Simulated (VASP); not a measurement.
# Hf (P6_3/mmc) in VASP: a series of runs

Runs on Hf. Level: PBE. Tasks: relaxation of cell and atoms, relaxation of shape and atoms at fixed volume.

Program: VASP 6.6.1. These are calculated values, not measurements. Logs are shortened: lines on timing, memory, paths and dates and some standing lists are left out, and cuts for length are marked.

## (1) The structure

Symmetry: P6_3/mmc, No. 194, hexagonal system. Conventional cell: a = 3.201 Å, b = 3.201 Å, c = 5.057 Å, α = 90.00°, β = 90.00°, γ = 120.00°. Hf (site symmetry -6m2) has 12 Hf at 3.13 to 3.20 Å as nearest neighbours.

## (2) Relaxation of cell and atoms, PBE

File INCAR:

```
SYSTEM = Hf
ALGO = Normal
EDIFF = 1E-7
EDIFFG = -0.005
ENCUT = 600
GGA = PE
IBRION = 2
ISIF = 3
ISMEAR = 1
LASPH = .TRUE.
LCHARG = .FALSE.
LREAL = .FALSE.
LWAVE = .FALSE.
NELM = 80
NSW = 90
PREC = Accurate
SIGMA = 0.1
```

File KPOINTS:

```
k-points
0
G
  15 15 7
  0 0 0
```

File POSCAR:

```
Hf                                      
1.0
    3.2007220899     -0.0000000000      0.0000000000
   -1.6003610450      2.7719066404      0.0000000000
    0.0000000000      0.0000000000      5.0570330317
  Hf            
     2
Direct
     0.3333333332999970    0.6666666667000030    0.2500000000000000
     0.6666666667000030    0.3333333332999970    0.7500000000000000
```

Potentials or basis: VASP PAW PBE potentials, release 64 (Hf_pv).

Launch:

```bash
$ cat potpaw_PBE.64/Hf_pv/POTCAR > POTCAR
$ mpirun -np 1 vasp_std > vasp.out
```

OUTCAR:

```text
SYSTEM = Hf
   EDIFF = 1E-7
   EDIFFG = -0.005
   ENCUT = 600
   GGA = PE
   IBRION = 2
   ISIF = 3
   ISMEAR = 1
   LASPH = .TRUE.
   LREAL = .FALSE.
   NELM = 80
   NSW = 90
   PREC = Accurate

 ion  position               nearest neighbor table
   1  0.333  0.667  0.250-   2 3.13   2 3.13   2 3.13   2 3.13   2 3.13   2 3.13
   2  0.667  0.333  0.750-   1 3.13   1 3.13   1 3.13   1 3.13   1 3.13   1 3.13

  LATTYP: Found a hexagonal cell.
 ALAT       =     3.2007220899
 C/A-ratio  =     1.5799662981

  Lattice vectors:

 A1 = (   3.2007220899,   0.0000000000,   0.0000000000)
 A2 = (  -1.6003610450,   2.7719066404,   0.0000000000)
 A3 = (   0.0000000000,   0.0000000000,   5.0570330317)

Analysis of symmetry for initial positions (statically):
=====================================================================
 Subroutine PRICEL returns:
 Original cell was already a primitive cell.

 Routine SETGRP: Setting up the symmetry group for a
 hexagonal supercell.

 Subroutine GETGRP returns: Found 24 space group operations
 (whereof 12 operations were pure point group operations)
 out of a pool of 24 trial point group operations.

The static configuration has the point symmetry D_3d.
 The point group associated with its full space group is D_6h.

Analysis of symmetry for dynamics (positions and initial velocities):
=====================================================================
 Subroutine PRICEL returns:
 Original cell was already a primitive cell.

 Routine SETGRP: Setting up the symmetry group for a
 hexagonal supercell.

 Subroutine GETGRP returns: Found 24 space group operations
 (whereof 12 operations were pure point group operations)
 out of a pool of 24 trial point group operations.

The dynamic configuration has the point symmetry D_3d.
 The point group associated with its full space group is D_6h.

 Subroutine INISYM returns: Found 24 space group operations
 (whereof 12 operations are pure point group operations),
 and found     1 'primitive' translations

----------------------------------------------------------------------------------------

                                     Primitive cell

  volume of cell :      44.8665

  direct lattice vectors                    reciprocal lattice vectors
     3.200722090  0.000000000  0.000000000     0.312429499  0.180381256  0.000000000
    -1.600361045  2.771906640  0.000000000     0.000000000  0.360762511  0.000000000
     0.000000000  0.000000000  5.057033032     0.000000000  0.000000000  0.197744407

  length of vectors
     3.200722090  3.200722090  5.057033032     0.360762511  0.360762511  0.197744407

  position of ions in fractional coordinates (direct lattice)
     0.333333333  0.666666667  0.250000000
     0.666666667  0.333333333  0.750000000

  ion indices of the primitive-cell ions
   primitive index   ion index
                 1           1
                 2           2

----------------------------------------------------------------------------------------

 KPOINTS: k-points

Automatic generation of k-mesh.
 Grid dimensions read from file:
 generate k-points for:   15   15    7

 Generating k-lattice:

  Cartesian coordinates                     Fractional coordinates (reciprocal lattice)
     0.020828633  0.012025417  0.000000000     0.066666667  0.000000000  0.000000000
     0.000000000  0.024050834  0.000000000     0.000000000  0.066666667  0.000000000
     0.000000000  0.000000000  0.028249201     0.000000000  0.000000000  0.142857143

  Length of vectors
     0.024050834  0.024050834  0.028249201

  Shift w.r.t. Gamma in fractional coordinates (k-lattice)
     0.000000000  0.000000000  0.000000000

 Subroutine IBZKPT returns following result:
 ===========================================

 Found    108 irreducible k-points:

 Following reciprocal coordinates:
            Coordinates               Weight
  0.000000  0.000000  0.000000      1.000000
  0.066667 -0.000000  0.000000      6.000000
  0.133333 -0.000000  0.000000      6.000000
  0.200000  0.000000  0.000000      6.000000
  0.266667 -0.000000  0.000000      6.000000
  0.333333 -0.000000  0.000000      6.000000
[... 16 lines left out ...]
  0.333333  0.200000  0.000000     12.000000
  0.400000  0.200000  0.000000      6.000000
 [... further k-points ...]
   k-points           NKPTS =    108   k-points in BZ     NKDIM =    108   number of bands    NBANDS=     14
   number of dos      NEDOS =    301   number of ions     NIONS =      2
   total plane-waves  NPLWV =  31360
   dimension x,y,z NGX =    28 NGY =   28 NGZ =   40
   dimension x,y,z NGXF=    56 NGYF=   56 NGZF=   80
   ions per type =               2
   NGX,Y,Z   is equivalent  to a cutoff of  14.54, 14.54, 13.15 a.u.
   NGXF,Y,Z  is equivalent  to a cutoff of  29.09, 29.09, 26.30 a.u.
 SYSTEM =  Hf
   PREC   = accura    normal or accurate (medium, high low for compatibility)
   ISTART =      0    job   : 0-new  1-cont  2-samecut
   ICHARG =      2    charge: 1-file 2-atom 10-const
   ISPIN  =      1    spin polarized calculation?
   LNONCOLLINEAR =      F non collinear calculations
   LSORBIT =      F    spin-orbit coupling
   LASPH  =      T    aspherical Exc in radial PAW
   ENCUT  =  600.0 eV  44.10 Ry    6.64 a.u.   6.39  6.39 10.10*2*pi/ulx,y,z
   NELM   =     80;   NELMIN=  2; NELMDL= -5     # of ELM steps
   EDIFF  = 0.1E-06   stopping-criterion for ELM
   LREAL  =      F    real-space projection
   EDIFFG = -.5E-02   stopping-criterion for IOM
   NSW    =     90    number of steps for IOM
   IBRION =      2    ionic relax: 0-MD 1-quasi-New 2-CG
   NFREE  =      1    steps in history (QN), initial steepest desc. (CG)
   ISIF   =      3    stress and relaxation
   ISYM   =      2    0-nonsym 1-usesym 2-fastsym
   POTIM  = 0.5000    time-step for ionic-motion
   TEBEG  =    0.0;   TEEND  =   0.0 temperature during run
   PSTRESS=    0.0 pullay stress
   NELECT =      20.0000    total number of electrons
   NUPDOWN=      -1.0000    fix difference up-down
   EMIN   =  10.00;   EMAX   =-10.00  energy-range for DOS
   EFERMI =   0.00;   METHOD = LEGACY
   ISMEAR =     1;   SIGMA  =   0.10  broadening in eV -4-tet -1-fermi 0-gaus
   EFERMI_NEDOS =   21; number of points for ismear=-14 and -15
   IALGO  =     38    algorithm
   IMIX   =      4    mixing-type and parameters
     AMIX     =   0.40;   BMIX     =  1.00
     AMIX_MAG =   1.60;   BMIX_MAG =  1.00
  volume/ion in A,a.u.               =      22.43       151.39
  Fermi-wavevector in a.u.,A,eV,Ry     =   1.250578  2.363249 21.278761  1.563945
  Thomas-Fermi vector in A             =   2.384565
   LORBIT       =      0    0 simple, 1 ext, 2 COOP (PROOUT), +10 PAW based schemes
   GGA     = PE    functional components
   LHFCALC =     F    Hartree Fock is set to
   AEXX    =    0.0000 exact exchange contribution
   IVDW    =     0    specifies the selected vdW correction
   LEPSILON=     F    determine dielectric tensor
   LRPA    =     F    only Hartree local field effects (RPA)
 conjugate gradient relaxation of ions
 non-spin polarized calculation
 Methfessel and Paxton  Order N= 1 SIGMA  =   0.10
  energy-cutoff  :      600.00
  volume of cell :       44.87
 maximum number of plane-waves:      1520
 NGX is ok and might be reduce to    28
   NGX = 13   NGY = 13   NGZ = 21

 number of electron      20.0000001 magnetization

 Free energy of the ion-electron system (eV)
  ---------------------------------------------------
  ext. energy  EPLUGINS =         0.00000000
  ---------------------------------------------------
  free energy    TOTEN  =       -19.84944053 eV

  energy without entropy =      -19.84988575  energy(sigma->0) =      -19.84958894

 E-fermi :   4.9151     XC(G=0): -11.2704

 val. band max:        4.9117141787   @ k =   0.0000   0.0000   0.2857
 cond. band min:       4.9442098638   @ k =   0.4000   0.2000   0.2857
 fundamental gap:      0.0324956851
 Fermi energy:         4.9151130937

 k-point     1 :       0.0000    0.0000    0.0000
  band No.  band energies     occupation
      1     -26.1805      2.00000
      2     -25.4403      2.00000
      3     -25.4403      2.00000
      4     -25.3191      2.00000
      5     -25.3127      2.00000
      6     -25.3127      2.00000
      7      -2.4722      2.00000
      8       1.2038      2.00000
      9       5.5417     -0.00000
     10       6.0782     -0.00000
     11       6.0782     -0.00000
     12       6.3689     -0.00000
     13       6.9002     -0.00000
     14       6.9002     -0.00000

 k-point     2 :       0.0667   -0.0000    0.0000
  band No.  band energies     occupation
      1     -26.1690      2.00000
      2     -25.4646      2.00000
      3     -25.4485      2.00000
      4     -25.3384      2.00000
      5     -25.3244      2.00000
      6     -25.3159      2.00000
      7      -2.3379      2.00000
      8       1.3365      2.00000
      9       5.3623     -0.00000
     10       5.7128     -0.00000
     11       6.2043     -0.00000
     12       6.6445     -0.00000
     13       6.7617     -0.00000
     14       7.0199      0.00000

 k-point     3 :       0.1333   -0.0000    0.0000
  band No.  band energies     occupation
      1     -26.1357      2.00000
      2     -25.5333      2.00000
      3     -25.4712      2.00000
      4     -25.4099      2.00000
      5     -25.3403      2.00000
      6     -25.3255      2.00000
      7      -1.9476      2.00000
      8       1.7087      2.00000
      9       4.8970      1.30138
     10       5.1620     -0.00266
     11       6.3602     -0.00000
     12       6.5784     -0.00000
     13       6.9822      0.00000
     14       7.0733      0.00000

 k-point     4 :       0.2000    0.0000    0.0000
  band No.  band energies     occupation
      1     -26.0835      2.00000
      2     -25.6345      2.00000
      3     -25.5119      2.00000
      4     -25.5035      2.00000
      5     -25.3669      2.00000
      6     -25.3405      2.00000
      7      -1.3386      2.00000
      8       2.2189      2.00000
      9       4.3043      2.00000
     10       4.6333      2.00050
     11       5.9304     -0.00000
     12       6.6208     -0.00000
     13       6.6903     -0.00000
     14       7.1870      0.00000

 k-point     5 :       0.2667   -0.0000    0.0000
  band No.  band energies     occupation
      1     -26.0171      2.00000
      2     -25.7508      2.00000
      3     -25.6247      2.00000
      4     -25.5393      2.00000
      5     -25.4037      2.00000
      6     -25.3587      2.00000
      7      -0.5756      2.00000
      8       2.6128      2.00000
      9       3.7214      2.00000
     10       4.3000      2.00000
     11       5.6699     -0.00000
[... 276 lines left out ...]
 k-point    22 :       0.2667    0.2000    0.0000
  band No.  band energies     occupation
      1     -25.8758      2.00000
      2     -25.8540      2.00000
      3     -25.8078      2.00000
      4     -25.6297      2.00000
      5     -25.5102      2.00000
      6     -25.4920      2.00000
      7       1.3559      2.00000
      8       2.9957      2.00000
      9       3.2298      2.00000
     10       3.6378      2.00000
     11       5.2583     -0.00001
     12       6.0113     -0.00000
     13       6.0320     -0.00000
     14       8.8803      0.00000

 k-point    23 :       0.3333    0.2000    0.0000
  band No.  band energies     occupation
      1     -25.9265      2.00000
      2     -25.8084      2.00000
      3     -25.7901      2.00000
      4     -25.6849      2.00000
      5     -25.5598      2.00000
      6     -25.5182      2.00000
      7       2.0326      2.00000
      8       2.8198      2.00000
      9       3.0245      2.00000
     10       3.6720      2.00000
     11       5.2450     -0.00003
     12       5.7096     -0.00000
     13       6.5330     -0.00000
     14       9.4982      0.00000

 k-point    24 :       0.4000    0.2000    0.0000
  band No.  band energies     occupation
      1     -25.9441      2.00000
      2     -25.8017      2.00000
      3     -25.7591      2.00000
      4     -25.7119      2.00000
      5     -25.5858      2.00000
      6     -25.5272      2.00000
      7       2.3191      2.00000
      8       2.7588      2.00000
      9       2.9413      2.00000
     10       3.6639      2.00000
     11       5.2971     -0.00000
     12       5.5483     -0.00000
     13       6.7594     -0.00000
     14       9.9583      0.00000

 [... further k-points ...]

------------------------ aborting loop because EDIFF is reached ----------------------------------------

  FORCE on cell =-STRESS in cart. coord.  units (eV):
  Direction    XX          YY          ZZ          XY          YZ          ZX
  --------------------------------------------------------------------------------------
  -------------------------------------------------------------------------------------
  Total        0.0020066      0.0020066     -0.0027148     -0.0000000      0.0000000      0.0000000
  in kB        0.0716568      0.0716568     -0.0969469     -0.0000000      0.0000000      0.0000000
  external PRESSURE =       0.0154556 kB  Pullay stress =       0.0000000 kB

 VOLUME and BASIS-vectors are now :
 -----------------------------------------------------------------------------
  energy-cutoff  :      600.00
  volume of cell :       44.87
      direct lattice vectors                 reciprocal lattice vectors
     3.200722090  0.000000000  0.000000000     0.312429499  0.180381256  0.000000000
    -1.600361045  2.771906640  0.000000000     0.000000000  0.360762511  0.000000000
     0.000000000  0.000000000  5.057033032     0.000000000  0.000000000  0.197744407

 POSITION                                       TOTAL-FORCE (eV/Angst)
 -----------------------------------------------------------------------------------
     -0.00000      1.84794      1.26426         0.000000     -0.000000      0.000000
      1.60036      0.92397      3.79277        -0.000000      0.000000      0.000000
 -----------------------------------------------------------------------------------
    total drift:                               -0.000000      0.000000     -0.000000

  FREE ENERGIE OF THE ION-ELECTRON SYSTEM (eV)
  ---------------------------------------------------
  free  energy   TOTEN  =       -19.8494405287 eV

  energy  without entropy=      -19.8498857532  energy(sigma->0) =      -19.84958894

 reached required accuracy - stopping structural energy minimisation
```

It took 73 s on 1 thread of Intel Xeon Platinum 8259CL at 2.50GHz (Skylake/Cascade Lake), shared host; peak memory 0.23 GiB.

What came out:

| Quantity | Value |
| --- | --- |
| Free energy | -19.8494 eV |
| Pressure after relaxing | 0.0 GPa |
| Band gap on the k mesh | none (metal or under the smearing width) |

Final structure:
```
CELL_PARAMETERS angstrom
3.20072 0.00000 0.00000
-1.60036 2.77191 0.00000
0.00000 0.00000 5.05703
ATOMIC_POSITIONS crystal
Hf 0.33333 0.66667 0.25000
Hf 0.66667 0.33333 0.75000
```

Caveat: the relaxation stopped at its first step, so nothing moved.

(Continued in part 2 of 2.)
